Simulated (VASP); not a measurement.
# Cu (Fm-3m) in VASP: elastic constants with PBEsol

Aim: the elastic constants of Cu with PBEsol.

Everything below comes from runs of VASP 6.6.1. Logs are shortened: lines on timing, memory, paths and dates and some standing lists are left out, and cuts for length are marked.

**1. The crystal as given**

Symmetry: Fm-3m, No. 225, cubic system. The conventional cell has a = 3.569 Å, b = 3.569 Å, c = 3.569 Å, α = 90.00°, β = 90.00°, γ = 90.00°. Cu (site symmetry m-3m) has 12 Cu at 2.52 Å as nearest neighbours.

The cell was built by a generator and needn't be a form met in nature.

**2. Elastic constants, PBEsol**

POSCAR

```
Cu
1.0
    0.0000000000      1.7842705454      1.7842705454
    1.7842705454     -0.0000000000      1.7842705454
    1.7842705454      1.7842705454     -0.0000000000
  Cu
     1
Direct
     0.0000000000000000    0.0000000000000000    0.0000000000000000
```

INCAR.step1

```
SYSTEM = Cu
PREC     = Accurate       ! precision mode
ENCUT    = 600            ! plane-wave cutoff, eV
EDIFF    = 1E-8           ! SCF threshold, eV
ISMEAR   = 1              ! smearing method
SIGMA    = 0.2            ! smearing width, eV
LREAL    = .FALSE.        ! projectors in reciprocal space
LASPH    = .TRUE.         ! aspherical terms in the spheres
NELM     = 100            ! most SCF steps
ALGO     = Normal         ! electronic algorithm
ISIF     = 3              ! what is computed and relaxed
LWAVE    = .FALSE.        ! write WAVECAR
LCHARG   = .FALSE.        ! write CHGCAR
GGA      = PS             ! functional
KPAR     = 8            
IBRION   = 2              ! ionic algorithm
NSW      = 40             ! ionic steps
EDIFFG   = -0.002         ! ionic threshold
```

INCAR.step2

```
SYSTEM = Cu
PREC     = Accurate       ! precision mode
ENCUT    = 600            ! plane-wave cutoff, eV
EDIFF    = 1E-8           ! SCF threshold, eV
ISMEAR   = 1              ! smearing method
SIGMA    = 0.2            ! smearing width, eV
LREAL    = .FALSE.        ! projectors in reciprocal space
LASPH    = .TRUE.         ! aspherical terms in the spheres
NELM     = 100            ! most SCF steps
ALGO     = Normal         ! electronic algorithm
ISIF     = 3              ! what is computed and relaxed
LWAVE    = .FALSE.        ! write WAVECAR
LCHARG   = .FALSE.        ! write CHGCAR
GGA      = PS             ! functional
KPAR     = 8            
IBRION   = 6              ! ionic algorithm
NFREE    = 2            
POTIM    = 0.015          ! step
NSW      = 1              ! ionic steps
```

KPOINTS

```
regular mesh
0
G
  32 32 32
  0 0 0
```

Potentials or basis: VASP PAW PBE potentials, release 64 (Cu).

Started as:

```console
> cat potpaw_PBE.64/Cu/POTCAR > POTCAR
> cp INCAR.step1 INCAR
> mpirun -np 8 vasp_std > vasp.out
> cp CONTCAR POSCAR
> cp INCAR.step2 INCAR
> mpirun -np 8 vasp_std > vasp.out
```

OUTCAR:

```text
SYSTEM = Cu
   PREC = Accurate
   ENCUT = 600
   EDIFF = 1E-8
   ISMEAR = 1
   LREAL = .FALSE.
   LASPH = .TRUE.
   NELM = 100
   ISIF = 3
   GGA = PS
   IBRION = 6
   NFREE = 2
   POTIM = 0.015
   NSW = 1

 ion  position               nearest neighbor table
   1  0.000  0.000  0.000-

  LATTYP: Found a face centered cubic cell.
 ALAT       =     3.5689691046

  Lattice vectors:

 A1 = (   0.0000000000,   1.7844845523,   1.7844845523)
 A2 = (   1.7844845523,   0.0000000000,   1.7844845523)
 A3 = (   1.7844845523,   1.7844845523,   0.0000000000)

Analysis of symmetry for initial positions (statically):
=====================================================================
 Subroutine PRICEL returns:
 Original cell was already a primitive cell.

 Routine SETGRP: Setting up the symmetry group for a
 face centered cubic supercell.

 Subroutine GETGRP returns: Found 48 space group operations
 (whereof 48 operations were pure point group operations)
 out of a pool of 48 trial point group operations.

The static configuration has the point symmetry O_h .

Analysis of symmetry for dynamics (positions and initial velocities):
=====================================================================
 Subroutine PRICEL returns:
 Original cell was already a primitive cell.

 Routine SETGRP: Setting up the symmetry group for a
 face centered cubic supercell.

 Subroutine GETGRP returns: Found 48 space group operations
 (whereof 48 operations were pure point group operations)
 out of a pool of 48 trial point group operations.

The dynamic configuration has the point symmetry O_h .

 Subroutine INISYM returns: Found 48 space group operations
 (whereof 48 operations are pure point group operations),
 and found     1 'primitive' translations

----------------------------------------------------------------------------------------

                                     Primitive cell

  volume of cell :      11.3650

[... 336 lines left out ...]
      4       4.7367      2.00000
      5       5.6197      2.00000
      6       5.6197      2.00000
      7      30.7747      0.00000
      8      33.6894      0.00000
      9      33.6894      0.00000
[... 265 lines left out ...]
 k-point    24 :       0.2188    0.0312    0.0000
  band No.  band energies     occupation
      1      -0.2152      2.00000
      2       4.4722      2.00000
      3       4.9160      2.00000
      4       4.9204      2.00000
      5       5.5715      2.00000
      6       5.6856      2.00000
      7      22.7505      0.00000
      8      30.5613      0.00000
      9      30.5802      0.00000

 [... further k-points ...]

------------------------ aborting loop because EDIFF is reached ----------------------------------------

  FORCE on cell =-STRESS in cart. coord.  units (eV):
  Direction    XX          YY          ZZ          XY          YZ          ZX
  --------------------------------------------------------------------------------------
  -------------------------------------------------------------------------------------
  Total       -0.0014265     -0.0014265     -0.0014265      0.0000000      0.0000000     -0.0000000
  in kB       -0.2011000     -0.2011000     -0.2011000      0.0000000      0.0000000     -0.0000000
  external PRESSURE =      -0.2011000 kB  Pullay stress =       0.0000000 kB
[... 16 lines left out ...]
  FREE ENERGIE OF THE ION-ELECTRON SYSTEM (eV)
  ---------------------------------------------------
  free  energy   TOTEN  =        -4.3088844846 eV

  energy  without entropy=       -4.3093425328  energy(sigma->0) =       -4.30903717

 INTERNAL STRAIN TENSORS FROM STRAINED CELLS
 ============================================

 INTERNAL STRAIN TENSOR FOR ION    1 for displacements in x,y,z  (eV/Angst):
          X           Y           Z          XY          YZ          ZX
  --------------------------------------------------------------------------------
  x    -0.00000     0.00000     0.00000     0.00000     0.00000    -0.00000
  y    -0.00000     0.00000     0.00000     0.00000     0.00000     0.00000
  z     0.00000    -0.00000    -0.00000     0.00000    -0.00000     0.00000

 INTERNAL STRAIN TENSORS FROM DISPLACED ATOMS
 ============================================

 INTERNAL STRAIN TENSOR FOR ION    1 for displacements in x,y,z  (eV/Angst):
          X           Y           Z          XY          YZ          ZX
  --------------------------------------------------------------------------------
  x     0.00000     0.00000     0.00000     0.00000     0.00000     0.00000
  y     0.00000     0.00000     0.00000     0.00000     0.00000     0.00000
  z     0.00000     0.00000     0.00000     0.00000     0.00000     0.00000

 Eigenvectors and eigenvalues of the dynamical matrix
 ----------------------------------------------------

   1 f  =    0.000000 THz     0.000000 2PiTHz    0.000000 cm-1     0.000000 meV
             X         Y         Z           dx          dy          dz
      0.000000  0.000000  0.000000     0.514496    0.857493    0.000000

   2 f  =    0.000000 THz     0.000000 2PiTHz    0.000000 cm-1     0.000000 meV
             X         Y         Z           dx          dy          dz
      0.000000  0.000000  0.000000     0.857493   -0.514496    0.000000

   3 f  =    0.000000 THz     0.000000 2PiTHz    0.000000 cm-1     0.000000 meV
             X         Y         Z           dx          dy          dz
      0.000000  0.000000  0.000000     0.000000    0.000000    1.000000

--------------------------------------------------------------------------------------------------------

 ELASTIC MODULI CONTR FROM IONIC RELAXATION (kBar)
 Direction    XX          YY          ZZ          XY          YZ          ZX
 --------------------------------------------------------------------------------
 XX           0.0000      0.0000      0.0000      0.0000      0.0000      0.0000
 YY           0.0000      0.0000      0.0000      0.0000      0.0000      0.0000
 ZZ           0.0000      0.0000      0.0000      0.0000      0.0000      0.0000
 XY           0.0000      0.0000      0.0000      0.0000      0.0000      0.0000
 YZ           0.0000      0.0000      0.0000      0.0000      0.0000      0.0000
 ZX           0.0000      0.0000      0.0000      0.0000      0.0000      0.0000
 --------------------------------------------------------------------------------

 TOTAL ELASTIC MODULI (kBar)
 Direction    XX          YY          ZZ          XY          YZ          ZX
 --------------------------------------------------------------------------------
 XX        2069.1814   1432.0853   1432.0853     -0.0000      0.0000     -0.0000
 YY        1432.0853   2069.1814   1432.0853      0.0000      0.0000     -0.0000
 ZZ        1432.0853   1432.0853   2069.1814      0.0000      0.0000      0.0000
 XY          -0.0000      0.0000      0.0000    958.8738      0.0000      0.0000
 YZ           0.0000      0.0000      0.0000      0.0000    958.8738      0.0000
 ZX          -0.0000     -0.0000      0.0000      0.0000      0.0000    958.8738
 --------------------------------------------------------------------------------
```

Wall time 15 min (8 MPI ranks of Intel Xeon Platinum 8259CL at 2.50GHz (Skylake/Cascade Lake), shared host); peak memory 1.8 GiB.

What came out:

```
Elastic constants C11, C12, C44 : 207, 143, 96 GPa
Voigt bulk modulus              : 164 GPa
```

Elastic tensor in Voigt notation (GPa, in the Cartesian axes of the cell as first typed):
```
207 143 143   0   0   0
143 207 143   0   0   0
143 143 207   0   0   0
  0   0   0  96   0   0
  0   0   0   0  96   0
  0   0   0   0   0  96
```

Clamped-ion elastic tensor (GPa):
```
207 143 143   0   0   0
143 207 143   0   0   0
143 143 207   0   0   0
  0   0   0  96   0   0
  0   0   0   0  96   0
  0   0   0   0   0  96
```

Caveat: the PAW data sets were made with another functional, which shifts forces and pressure a little.
